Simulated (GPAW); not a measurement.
A run of GPAW 26.7.0 is set up as follows.

Contents of run.py:

```python
from ase import Atoms
from ase.eos import EquationOfState
from ase.io import Trajectory
from ase.units import GPa
from gpaw import GPAW, PW

atoms = Atoms(['W', 'W', 'S', 'S', 'S', 'S'],
              cell=[[3.18, 0.0, 0.0],
                    [-1.59, 2.753960784, 0.0],
                    [0.0, 0.0, 12.5]],
              scaled_positions=[[0.6666666667, 0.3333333333, 0.75],
                                [0.3333333333, 0.6666666667, 0.25],
                                [0.6666666667, 0.3333333333, 0.375],
                                [0.3333333333, 0.6666666667, 0.875],
                                [0.6666666667, 0.3333333333, 0.125],
                                [0.3333333333, 0.6666666667, 0.625]],
              pbc=True)

traj = Trajectory('eos.traj', 'w')
volumes, energies = [], []
for x in [0.94, 0.96, 0.98, 1.0, 1.02, 1.04, 1.06]:
    a = atoms.copy()
    a.set_cell(atoms.cell * x**(1 / 3), scale_atoms=True)
    calc = GPAW(mode=PW(600),
                xc={'name': 'C09-vdW', 'backend': 'libvdwxc'},
                kpts={'size': (6, 6, 2), 'gamma': True},
                occupations={'name': 'fermi-dirac', 'width': 0.05},
                nbands=46,
                convergence={'density': 1e-05, 'energy': 1e-05},
                maxiter=150,
                txt=f'eos-{x:.2f}.txt')
    a.calc = calc
    energies.append(a.get_potential_energy(force_consistent=True))
    volumes.append(a.get_volume())
    calc.write(f'eos-{x:.2f}.gpw')
    traj.write(a)
    print(f'{x:.2f} {volumes[-1]:10.4f} A^3 {energies[-1]:14.6f} eV', flush=True)

v0, e0, B = EquationOfState(volumes, energies, eos='birchmurnaghan').fit()
print(f'V0 = {v0:.4f} A^3, E0 = {e0:.6f} eV, B0 = {B / GPa:.2f} GPa')
```

Potentials or basis: GPAW PAW data sets (gpaw-data 1.2.1), pw.

Launch:

```sh
$ OMP_NUM_THREADS=1 python run.py
```

Task: Estimate the bulk modulus at fixed shape and positions.

Result: 163 GPa.

Task: What does it give for the pressure derivative of the bulk modulus?

Result: 4.4.

Task: What does it give for the equilibrium volume?

Result: 18.18 Å³/atom.

Energy against volume, from the lowest point:
```tsv
volume (Å³/atom)	energy (meV/atom)
17.150	32.69
17.515	12.99
17.880	2.39
18.245	0.00
18.610	4.85
18.975	16.31
19.340	33.66
```

Caveat: the k mesh is coarse (spacing up to 0.38 Å⁻¹), so the values aren't converged; the cell was scaled at fixed shape and fractional positions, which overstates the stiffness of a crystal with free parameters, most of all of layers and chains; the PAW data sets were made with another functional, which shifts forces and pressure a little. Spin-orbit coupling is left out, which matters for the levels of W.
